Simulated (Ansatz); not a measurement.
# MnO2 under changes of volume

One of the cells (10.839 Å³/atom); the others are scaled copies at fixed shape and fractional positions:

```
Mn O
1.0
     2.85658    0.00000    0.00000
    -1.42829    2.47387    0.00000
     0.00000    0.00000    4.60137
Mn O
1 2
Cartesian
  0.0000 0.0000 2.3007
  0.0000 1.6492 3.2499
  1.4283 0.8246 1.3515
```

Measurements of this composition are mostly on another form, of space group No. 136.

```yaml
Program: Ansatz 0.2.0
Functional: PBEsol
Potentials_or_basis: all-electron LAPW, scalar-relativistic
Cutoff: 418 eV (chosen from the basis error)
Basis_error_allowed: 0.002 eV/atom
k_mesh: 11 × 11 × 6
Occupations: fermi-dirac, width 0.05 eV
Spin: collinear spin, ferromagnetic start
Starting_moments: "[4.0, 0.0, 0.0] μB"
```

```csv
volume (Å³/atom),energy over the lowest point (meV/atom),pressure (GPa),gap on the mesh (eV),largest force (eV/Å)
10.189,18.29,11.9,0.51,0.807
10.405,5.82,6.7,0.59,0.457
10.622,0.00,2.0,0.67,0.135
10.839,0.12,-2.1,0.75,0.161
11.056,?,?,?,?
11.273,15.70,-9.1,0.89,0.684
11.489,30.09,-12.1,0.95,0.914
```

Task: What does the run at 11.056 Å³/atom give?

Result: Energy over the lowest point 5.55 meV/atom; pressure -5.8 GPa; gap on the mesh 0.82 eV; largest force 0.433 eV/Å.

Worked out: A Birch-Murnaghan fit of order 3 (a polynomial in V^(-2/3)) to the other rows has its minimum at 10.73 Å³/atom with B0 = V·E''(V) = 206 GPa and B' = 4.6 at fixed shape and positions, which overstates the stiffness. It gives 5.53 meV/atom at 11.056 Å³/atom, against the run's 5.55, and -dE/dV = -5.8 GPa, against -5.8. A straight line through the other rows of the gap, of slope 3.69 eV per unit of ln V, gives 0.82 eV, against the run's 0.82.

Energies are extrapolated to zero smearing.

Caveats: an odd mesh through Γ misses points on the zone boundary, where band edges often lie; a cell with one magnetic atom can't hold antiferromagnetic order, which such compounds often take.

The runs don't all hold the same shells in valence.
